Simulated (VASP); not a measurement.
Wanted: the native input for a VASP 6.6.1 run.

| Item | Value |
| --- | --- |
| Task | relaxation of cell and atoms |
| Functional | PBEsol |
| Potentials or basis | VASP PAW PBE potentials, release 64 (Be, Te) |
| Cutoff | 600 eV |
| k mesh | 8 × 8 × 8 |
| Occupations | gaussian, width 0.03 eV |
| Spin | no spin polarisation |
| Further INCAR settings | ALGO = Normal; EDIFF = 1e-07; IBRION = 2; EDIFFG = -0.005; NSW = 90; ISIF = 3 |

The structure of BeTe lies in POSCAR:

```
BeTe                                    
1.0
    0.0000000000      2.8061350130      2.8061350130
    2.8061350130     -0.0000000000      2.8061350130
    2.8061350130      2.8061350130      0.0000000000
  Be              Te            
     1     1
Direct
     0.0000000000000000    0.0000000000000000    0.0000000000000000
     0.2500000000000000    0.2500000000000000    0.2500000000000000
```

These files were run (other wordings do the same):

INCAR

```
PREC     = Accurate       # precision mode
ENCUT    = 600            # plane-wave cutoff, eV
EDIFF    = 1E-7           # SCF threshold, eV
ISMEAR   = 0              # smearing method
SIGMA    = 0.03           # smearing width, eV
LREAL    = False          # projectors in reciprocal space
LASPH    = True           # aspherical terms in the spheres
NELM     = 80             # most SCF steps
ALGO     = Normal         # electronic algorithm
ISIF     = 3              # what is computed and relaxed
LWAVE    = False          # write WAVECAR
LCHARG   = False          # write CHGCAR
GGA      = PS             # functional
IBRION   = 2              # ionic algorithm
NSW      = 90             # ionic steps
EDIFFG   = -0.005         # ionic threshold
```

KPOINTS

```
regular mesh
0
Gamma
  8 8 8
```

Potentials or basis: VASP PAW PBE potentials, release 64 (Be, Te).

Command:

```bash
$ cat potpaw_PBE.64/Be/POTCAR potpaw_PBE.64/Te/POTCAR > POTCAR
$ mpirun -np 1 vasp_std > vasp.out
```

It gave:

The pressure after relaxing is 0.0 GPa and the band gap on the k mesh is 1.83 eV, indirect (least direct gap 3.59 eV).

Caveat: the relaxation stopped at its first step, so nothing moved; the PAW data sets were made with another functional, which shifts forces and pressure a little; spin-orbit coupling is left out, which moves the levels of the heavy elements.

Wall time 7.6 s on 1 thread of AMD EPYC 9R45 (Zen 5), on a shared host, peak memory 0.15 GiB.
